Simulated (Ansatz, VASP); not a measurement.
Two plane-wave programs on Na

```
CELL_PARAMETERS angstrom
3.76700 0.00000 0.00000
-1.88350 3.26232 0.00000
0.00000 0.00000 6.15400
ATOMIC_POSITIONS crystal
Na 0.33333 0.66667 0.25000
Na 0.66667 0.33333 0.75000
```

This isn't the form of Na at room conditions, which is bcc.

Alike in both runs: task single point; functional LDA; k mesh 18 × 18 × 10; occupations gaussian, width 0.15 eV; no spin polarisation.

|  | VASP | Ansatz |
| --- | --- | --- |
| version | VASP 6.6.1 | Ansatz 0.2.0 |
| potentials or method | VASP PAW LDA potentials, release 64 (Na_pv) | scalar-relativistic, plane waves, PAW |
| plane-wave cutoff (eV) | 520 | 420 |
| valence electrons in the cell | 14 | 18 |

```tsv
	VASP	Ansatz	Ansatz less VASP
gap on the k mesh at the Fermi level (eV)	none	none	-
pressure (GPa)	-0.9	-0.9	0.00
```

A gap of «none» marks a metal or a gap that the smearing closes. The two sets of potentials don't hold the same shells in valence.
